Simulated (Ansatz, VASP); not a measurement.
# Two plane-wave programs on AlCo

INCAR

```
  ALGO = Normal
  EDIFF = 1E-6
  EDIFFG = -0.002
  ENCUT = 600
  GGA = PS
  IBRION = 2
  ISIF = 3
  ISMEAR = -1
  LASPH = T
  LCHARG = F
  LREAL = F
  LWAVE = F
  NELM = 100
  NSW = 100
  PREC = Accurate
  SIGMA = 0.1
```

File KPOINTS:

```
k-points
0
Gamma
  12 12 12
```

File POSCAR:

```
AlCo
1.0
    2.8194032100      0.0000000000      0.0000000000
    0.0000000000      2.8194032100      0.0000000000
    0.0000000000      0.0000000000      2.8194032100
Al Co
1 1
Direct
    0.0000000000      0.0000000000      0.0000000000
    0.5000000000      0.5000000000      0.5000000000
```

Input for Ansatz:

```yaml
crystal:
  lattice:
    - [2.81940321, 0.0, 0.0]
    - [0.0, 2.81940321, 0.0]
    - [0.0, 0.0, 2.81940321]
  atoms:
    - { symbol: Al, position: [0.0, 0.0, 0.0] }
    - { symbol: Co, position: [0.5, 0.5, 0.5] }
kpoints:
  mp_grid: { grid: [12, 12, 12] }
scf:
  occupations: { method: fermi_dirac, width: 0.1 }
hamiltonian:
  xc: pbesol
  pseudopotentials: { kind: paw }
relax:
  f_tol: 0.002
  max_steps: 80
  cell: {}
output:
  forces: true
  stress: true
```

Alike in both runs: task relaxation of cell and atoms; functional PBEsol; k mesh 12 × 12 × 12; occupations fermi-dirac, width 0.1 eV; no spin polarisation.

```csv
,VASP,Ansatz
version,VASP 6.6.1,Ansatz 0.2.0
potentials or method,"VASP PAW PBE potentials, release 64 (Al, Co)","PAW with Ansatz's default frozen-core files, scalar-relativistic"
plane-wave cutoff (eV),600,420
valence electrons in the cell,12,20
```

Ansatz gave:

```
relaxed volume (Å³/atom)                                     : 11.25
relaxed cell length with the largest relative difference (Å) : 2.823
```

Estimate VASP's values.

relaxed volume (Å³/atom): 11.26; relaxed cell length with the largest relative difference (Å): 2.824.

The two sets of potentials don't hold the same shells in valence.

Caveats: the PAW data sets were made with another functional, which shifts forces and pressure a little (VASP). Spin polarisation is off, so any magnetic state and its effect on volume and gap are missing.
